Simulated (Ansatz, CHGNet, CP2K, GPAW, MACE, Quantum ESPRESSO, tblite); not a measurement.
## Finding the fault: GPAW, P6_3/mmc (COD entry) MoS2, displaced supercell (54 atoms)

Program: GPAW 26.7.0, a calculation on a cell of 18 Mo and 36 S, 17.9 Å³ an atom.

The database entry behind the starting cell differs from later determinations by our own check (about 0.3 % long), so it need not match the best structure at ambient conditions.

File run.py:

```python
import numpy as np
from ase.io import read
from gpaw import GPAW, FermiDirac

atoms = read("structure.xyz")
atoms.calc = GPAW(
    mode="lcao",
    basis="tzp",
    h=0.2,
    xc="PBE",
    kpts={"size": (1, 1, 1), "gamma": True},
    occupations=FermiDirac(0.05),
    maxiter=60,
    symmetry={"point_group": False},
    txt="gpaw.txt",
)
energy = atoms.get_potential_energy(force_consistent=True)
forces = atoms.get_forces()
print(f"energy {energy:.6f} eV")
print("forces (eV/A)")
for i, (a, f) in enumerate(zip(atoms, forces)):
    print(f"{i:4d} {a.symbol:2s} {f[0]:10.5f} {f[1]:10.5f} {f[2]:10.5f}")
print(f"Fermi level {atoms.calc.get_fermi_level():.4f} eV")
for k in range(len(atoms.calc.get_ibz_k_points())):
    for s in range(atoms.calc.get_number_of_spins()):
        e = atoms.calc.get_eigenvalues(kpt=k, spin=s)
        n = np.searchsorted(e, atoms.calc.get_fermi_level())
        print(f"k {k} spin {s} levels about the Fermi level:", np.round(e[max(n - 6, 0):n], 4).tolist(), "|", np.round(e[n:n + 6], 4).tolist())
```

File structure.xyz:

```xyz
54
Lattice="9.50700 0.00000 0.00000 -4.75350 8.23330 0.00000 0.00000 0.00000 12.32400" Properties=species:S:1:pos:R:3 pbc="T T T"
Mo 0.03418 1.85653 3.03429
Mo 1.55254 0.87940 9.11052
S 0.05590 1.74250 7.71396
S 1.53105 0.87890 1.51326
S 1.60564 1.01187 4.54386
S -0.00395 1.86361 10.79545
Mo -1.53766 4.59221 3.09111
Mo 0.02339 3.64620 9.21133
S -1.53229 4.63741 7.63891
S 0.02657 3.70210 1.47605
[... 40 atom lines left out ...]
S 3.20933 7.33809 7.66158
S 4.73696 6.36829 1.57377
S 4.83811 6.41160 4.65231
S 3.13812 7.28211 10.77586
```

On the command line:

```bash
> OMP_NUM_THREADS=1 python run.py > output.txt
```

What it wrote:

```text
FileNotFoundError: Could not find required basis set file "Mo.tzp.basis".
You need to set the GPAW_SETUP_PATH environment variable to point to
the directories where PAW dataset and basis files are stored.  See
for details.
```

gpaw.txt:

```text
Input parameters:
  mode=LCAO(),
  basis={'default': 'tzp'},
  h=0.2,
  kpts=MonkhorstPack(size=(1, 1, 1), gamma=True),
  maxiter=60,
  occupations=Occupations(name='fermi-dirac', width=0.05, fixmagmom=False),
  symmetry=Symmetry(point_group=False),
  xc=XC(name='PBE')
timing:  # [seconds]
  Total: 0.032  # ━━━━━━━━━━━━━━━━━━━━━━━━━━━━━━━━━━━━━━━━━━━━━━━━━━━━━━━━━━━
  Init:  0.009  # ━━━━━━━━━━━━━━━━
```

Run time: 1.3 s. Hardware: 1 thread of Arm Neoverse V1, shared host; peak memory 0.11 GiB.

Banners, paths, timers and routine set-up lines are dropped from the logs unmarked, and long logs keep their key lines alone; longer cuts are marked.

**Question.** Which part of the input is at fault, and how is it mended?

A basis that isn't there: basis tzp. The sound run has basis dzp.

The program stopped at the start.

[Also dropped from logs without a mark: logging warnings of Python, and SIESTA's first energy breakdown and zero terms.]

[Logs are printed without paths, hosts, clocks, repeated set-up lines and the standing remarks that a program may print on its own settings, such as how far it seeks lower states.]

[Hosts, paths, dates, database ids (printed as entryN), source tags and the programs' standing remarks are cut or masked in the printed files.]
